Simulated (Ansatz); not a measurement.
**Antimony (omega (AlB2-type)) across density functionals**

All rows: Ansatz, plane waves with scalar-relativistic PAW, 420 eV (500 eV for the SCAN forms), relaxed under each functional, no dispersion correction, no zero-point motion. B₀ comes from uniform scaling at fixed shape; a dash is a value not given.

| functional | V (Å³/atom) | cell | B₀ (GPa) | magnetic state | ΔE to A7 rhombohedral (meV/atom) |
| --- | --- | --- | --- | --- | --- |
| PBE | 27.64 | a = 5.435 Å, c = 3.241 Å (c/a = 0.596) | 59 | spin not included | 249 |
| r²SCAN | 27.30 | a = 5.422 Å, c = 3.217 Å (c/a = 0.593) | 63 | spin not included | 374 |
| PBEsol | 26.32 | a = 5.346 Å, c = 3.191 Å (c/a = 0.597) | 69 | spin not included | 195 |
| LDA | 25.85 | a = 5.315 Å, c = 3.171 Å (c/a = 0.597) | 72 | spin not included | 211 |
| revPBE | 28.10 | a = 5.465 Å, c = 3.259 Å (c/a = 0.596) | 56 | spin not included | 267 |
| RPBE | 28.26 | a = 5.475 Å, c = 3.265 Å (c/a = 0.596) | 55 | spin not included | 275 |
| BLYP | 30.50 | a = 5.634 Å, c = 3.329 Å (c/a = 0.591) | 43 | spin not included | 482 |

LDA gives the smallest volume and BLYP the largest.
